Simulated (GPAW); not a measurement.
The system is Ti3Al.

```xyz
4
Lattice="0.0000 3.2318 3.2318 3.2318 0.0000 3.2318 3.2318 3.2318 0.0000" Properties=species:S:1:pos:R:3 pbc="T T T"
Ti    0.0000    0.0000    0.0000
Ti    1.6159    1.6159    1.6159
Ti    4.8477    4.8477    4.8477
Al    3.2318    3.2318    3.2318
```

The cell comes from a database or a generator and needn't be the stable form of this composition.

| Item | Value |
| --- | --- |
| Program | GPAW 26.7.0 |
| Task | relaxation of cell and atoms |
| Functional | PBEsol |
| Potentials or basis | PAW data sets generated in the run's folder for this functional |
| Cutoff | 600 eV |
| Basis | pw |
| k mesh | 7 × 7 × 7 |
| Occupations | fermi-dirac, width 0.05 eV |
| Spin | no spin polarisation |

At the start: pressure -5.1 GPa; volume 16.88 Å³/atom.

Problem. How do energy, volume and symmetry change on relaxing?

Solution. Over 4 steps the energy falls by 9.3 meV/atom and the volume is 16.13 Å³/atom (-4.4 %); space group Fm-3m (No. 225, to 0.05 Å).

The path:
```
step  energy change (eV)  largest force (eV/Å)  pressure (GPa)  volume (Å³)
   1              0.0000                0.0000           -5.07        67.51
   2             -0.0099                0.0000           -4.47        67.12
   3             -0.0366                0.0000            0.20        64.41
   4             -0.0371                0.0000           -0.01        64.52
```

Final structure:
```
Ti Al
1.0
     0.00000    3.18345    3.18345
     3.18345    0.00000    3.18345
     3.18345    3.18345    0.00000
Ti Al
3 1
Direct
  0.00000 0.00000 0.00000
  0.25000 0.25000 0.25000
  0.75000 0.75000 0.75000
  0.50000 0.50000 0.50000
```

Caveat: later steps reuse the first step's grids.
